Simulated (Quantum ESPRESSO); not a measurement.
As: Wannier functions with PBE

Crystal: As.

```xyz
2
Lattice="1.8808 1.0859 3.5141 -1.8808 1.0859 3.5141 0.0000 -2.1718 3.5141" Properties=species:S:1:pos:R:3 pbc="T T T"
As    0.0000    0.0000    2.3825
As    0.0000    0.0000    8.1597
```

| Property | Result |
| --- | --- |
| Program | Quantum ESPRESSO 7.5 |
| Task | Wannier functions |
| Functional | PBE |
| Potentials or basis | PseudoDojo 0.4.1 SR PBE standard |
| Cutoff | 1143 eV |
| Density cutoff | 4572 eV |
| k mesh | 7 × 7 × 7 |
| Occupations | fermi-dirac, width 0.05 eV |
| Spin | no spin polarisation |
| Mixing beta | 0.5 |
| Most SCF iterations | 120 |
| SCF threshold | 4e-10 Ry |
| k mesh for the Wannier functions | 5 × 5 × 5 |

```
Pressure                      : 3.7 GPa
Largest force                 : 0.402 eV/Å
Band gap on the k mesh        : none (metal or under the smearing width)
Total Wannier spread          : 16.33 Å² over 8 functions
RMS miss of the Wannier bands : 0.033 eV
```

Forces on the atoms (eV/Å):
```
As   0.000  0.000  0.402
As   0.000  0.000 -0.402
```

Stress tensor (GPa, compression positive):
```
4.06 0.00 0.00
0.00 4.06 0.00
0.00 0.00 3.01
```

Levels at the corners of the path, in eV from the Fermi level:
| point | band 11 | band 12 | band 13 | band 14 | band 15 | band 16 | band 17 | band 18 | band 19 | band 20 |
| --- | --- | --- | --- | --- | --- | --- | --- | --- | --- | --- |
| Γ | -15.09 | -5.84 | -2.51 | -2.06 | -2.06 | 1.60 | 2.88 | 2.88 | 6.90 | 6.90 |
| L | -12.37 | -11.13 | -2.89 | -2.82 | -0.40 | -0.33 | 0.36 | 1.39 | 9.00 | 9.18 |
| B1 | -11.79 | -10.63 | -5.91 | -5.39 | -1.40 | 1.25 | 5.21 | 5.42 | 6.85 | 7.32 |
| B | -11.79 | -10.63 | -5.91 | -5.39 | -1.40 | 1.25 | 5.21 | 5.42 | 6.85 | 7.32 |
| Z | -13.82 | -9.99 | -1.81 | -1.81 | -0.64 | 0.76 | 0.76 | 1.82 | 8.04 | 10.50 |
| Γ | -15.09 | -5.84 | -2.51 | -2.06 | -2.06 | 1.60 | 2.88 | 2.88 | 6.90 | 6.90 |
| X | -11.62 | -10.88 | -6.18 | -3.57 | -3.55 | 3.23 | 3.29 | 5.38 | 6.32 | 8.70 |
| Q | -11.62 | -10.88 | -6.18 | -3.57 | -3.55 | 3.23 | 3.29 | 5.38 | 6.32 | 8.70 |
| F | -12.32 | -9.77 | -5.98 | -4.22 | -4.16 | 1.43 | 5.44 | 6.89 | 7.26 | 10.72 |
| P1 | -12.33 | -10.16 | -6.14 | -3.79 | -3.04 | 2.15 | 3.84 | 6.06 | 6.37 | 9.70 |
| Z | -13.82 | -9.99 | -1.81 | -1.81 | -0.64 | 0.76 | 0.76 | 1.82 | 8.04 | 10.50 |
| L | -12.37 | -11.13 | -2.89 | -2.82 | -0.40 | -0.33 | 0.36 | 1.39 | 9.00 | 9.18 |
| P | -12.33 | -10.16 | -6.14 | -3.79 | -3.04 | 2.15 | 3.84 | 6.06 | 6.37 | 9.70 |

Wannier functions:
| function | nearest atom | distance (Å) | spread (Å²) | on-site energy from the reference level (eV) |
| --- | --- | --- | --- | --- |
| 1 | 1 As | 0.61 | 2.13 | -3.31 |
| 2 | 2 As | 0.61 | 2.14 | -3.32 |
| 3 | 2 As | 0.63 | 2.09 | -2.88 |
| 4 | 2 As | 0.64 | 1.95 | -2.95 |
| 5 | 2 As | 0.64 | 1.98 | -2.94 |
| 6 | 1 As | 0.64 | 2.10 | -2.85 |
| 7 | 1 As | 0.64 | 1.99 | -2.93 |
| 8 | 1 As | 0.64 | 1.95 | -2.94 |

Parts of the spread (Å²): invariant 13.02, diagonal 0.115, off-diagonal 3.20, total 16.33. Against the direct bands the interpolation misses by 33 meV (root mean square) and 129 meV at most, for states up to 1 eV over the reference level.

Run time: 7.2 min on 1 thread of Arm Neoverse V1, on a shared host, peak memory 0.22 GiB.

Caveat: the k mesh is coarse.
